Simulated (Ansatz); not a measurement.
## Si: energy above lowest point as volume scale varies

Results calculated with Ansatz 0.2.0, not measured. Free energy against uniform scaling of the volume at fixed shape and fractions; periodic cell, basis, potentials, k mesh and filling as listed.

The cell before it is scaled or strained (space group P6_3/mmc, No. 194):
```
CELL_PARAMETERS angstrom
3.83130 0.00000 0.00000
-1.91570 3.31800 0.00000
0.00000 0.00000 6.33260
ATOMIC_POSITIONS crystal
Si 0.33333 0.66667 0.06301
Si 0.66667 0.33333 0.56301
Si 0.33333 0.66667 0.43699
Si 0.66667 0.33333 0.93699
```

Settings of every row: functional PBEsol; dispersion none; potentials PAW; wave cutoff 510 eV; density cutoff 2040 eV; k mesh 7x7x4; k shift 0x0x0; occupations fermi dirac; smearing width 0.1 eV; spin none.

Limits: coarse k mesh, up to 40 meV an atom off; the cell comes from a prototype or a list of computed structures and needn't be the stable phase.

| row | volume scale | V (Å³/atom) | energy above lowest point (meV/atom) |
| --- | --- | --- | --- |
| 1 | 0.9 | 18.113 | 63.8 |
| 2 | 0.925 | 18.616 | ? |
| 3 | 0.95 | 19.119 | 13 |
| 4 | 0.975 | 19.622 | 2.4 |
| 5 | 1 | 20.125 | 0 |
| 6 | 1.025 | 20.629 | 4.8 |
| 7 | 1.05 | 21.132 | 16 |
| 8 | 1.075 | 21.635 | 32.7 |
| 9 | 1.1 | 22.138 | 54.2 |

Question: what energy above lowest point should row 2 give?

Worked fit of energy above lowest point. Take u = (V_r/V)^(2/3) − 1 with V_r = 20.377 Å³ an atom, which is twice the finite (Eulerian) strain; such expansions in the strain, on which the Birch-Murnaghan equation of state is built, carry the rest volume and the bulk modulus. The shown rows have u = 0.08168, 0.0434, 0.02549, 0.00833, -0.00816, -0.02396, -0.03915, -0.05376. Least squares give energy above lowest point = 1.57 − 295.7 × u + 12807 × u² + 1729 × u³ meV/atom; a parabola predicts inner rows, each left out in turn, worse (root mean square 0.13 against 0.03 meV/atom). All shown rows lie on it to the printed digit. Its lowest point lies at u = 0.0115, or V = 20.03 Å³ an atom, and the curvature there gives the bulk modulus at fixed shape and fractions, B = (4/9)(1 + u)² E″(u)/V = 93.6 GPa. Letting shape and atoms relax would as a rule lower it, by much in layered, chain or molecular crystals. The withheld row has u = 0.06211, so the fit gives 1.57 − 295.7 × (0.06211) + 12807 × (0.06211)² + 1729 × (0.06211)³ = 33.0 meV/atom.

The calculation gave 33.1 meV/atom. The fit lies 0.1 meV/atom (0.16 % of the column's range) below it, one unit of the last digit.
